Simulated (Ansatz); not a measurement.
**Be4C: balancing the decomposition**

These are results of DFT PBE, scalar-relativistic, plane waves, PAW (Ansatz 0.2.0), not measurements. All cells share a 420 eV cutoff and Γ-centred k meshes spaced at most about 0.3 Å⁻¹ (about 0.25 or finer for metals, 2π included). No spin polarisation.

Energies over the elements count from the elements' standard structures at the same level, with no fitted energy shifts.

All energies are static (0 K, no zero-point motion). The reference form of C is held partly by dispersion forces, which this level lacks.

A trial structure of Be4C (reached from: ordered vacancies on the anion sites of antifluorite; relaxed: space group P4/mmm (No. 123), a = 3.085 Å, c = 4.294 Å) has a formation energy of 0.425 eV/atom. At its composition the lowest mixture among the elements and 2 reference phases computed alike (others may be missing) consists of these:

```
       phase             source  ΔE_f (eV/atom)
  Be (solid)            element           0.000
Be2C (Fm-3m)  Materials Project          -0.233
```

Q: Write the balanced decomposition and find its energy per atom, per formula unit and per mole of formula units.

A: Balancing Be and C gives Be4C → 2 Be + Be2C. The left side holds 5 atoms, and the products take 2/5 (Be) and 3/5 (Be2C) of them. The mixture therefore lies at 2/5 × (0.000) + 3/5 × (-0.233) = -0.140 eV/atom. The reaction energy is -0.140 − (0.425) = -0.565 eV/atom. Times 5 atoms that is -2.825 eV per Be4C, and times 96.485 it is -273 kJ per mole of Be4C. Decomposition is downhill, so the trial structure is unstable against this mixture.
